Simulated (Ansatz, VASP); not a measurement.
**One calculation of Al, two programs**

INCAR

```
SYSTEM = Al
PREC = Accurate
ENCUT = 520
EDIFF = 1E-6
ISMEAR = 0
SIGMA = 0.15
LREAL = .False.
LASPH = .True.
NELM = 100
ALGO = Normal
ISIF = 2
LWAVE = .False.
LCHARG = .False.
GGA = CA
NBANDS = 8
```

File KPOINTS:

```
Automatic mesh
0
Gamma
  20 20 20
  0 0 0
```

The input POSCAR:

```
Al
1.0
    0.0000000000      1.9227810000      2.0745795000
    1.9227810000      0.0000000000      2.0745795000
    1.9227810000      1.9227810000      0.0000000000
Al
1
Direct
    0.0000000000      0.0000000000      0.0000000000
```

Input for Ansatz:

```yaml
crystal:
  lattice:
    - [0.0, 1.922781, 2.0745795]
    - [1.922781, 0.0, 2.0745795]
    - [1.922781, 1.922781, 0.0]
  atoms:
    - { symbol: Al, position: [0.0, 0.0, 0.0] }
basis:
  ecutwfc: 420
kpoints:
  mp_grid: { grid: [20, 20, 20] }
hamiltonian:
  xc: lda
scf:
  occupations: { method: gaussian, width: 0.15 }
output:
  forces: true
  stress: true
  eigenvalues: true
```

Change from the starting cell: strain -0.050 along x and y, +0.025 along z, atoms carried along.

Alike in both runs: task single point; functional LDA; k mesh 20 × 20 × 20; occupations gaussian, width 0.15 eV; no spin polarisation.

|  | VASP | Ansatz |
| --- | --- | --- |
| version | VASP 6.6.1 | Ansatz 0.2.0 |
| potentials or method | VASP PAW LDA potentials, release 64 (Al) | scalar-relativistic, plane waves, PAW |
| plane-wave cutoff (eV) | 520 | 420 |
| valence electrons in the cell | 3 | 3 |

VASP gave:

```
gap on the k mesh at the Fermi level (eV)       : none
pressure (GPa)                                  : 3.3
largest component of the traceless stress (GPa) : 4.13
```

**Question.** Estimate Ansatz's values.

**Answer.** gap on the k mesh at the Fermi level (eV): none; pressure (GPa): 3.2; largest component of the traceless stress (GPa): 4.10.

A gap of «none» marks a metal or a gap that the smearing closes.
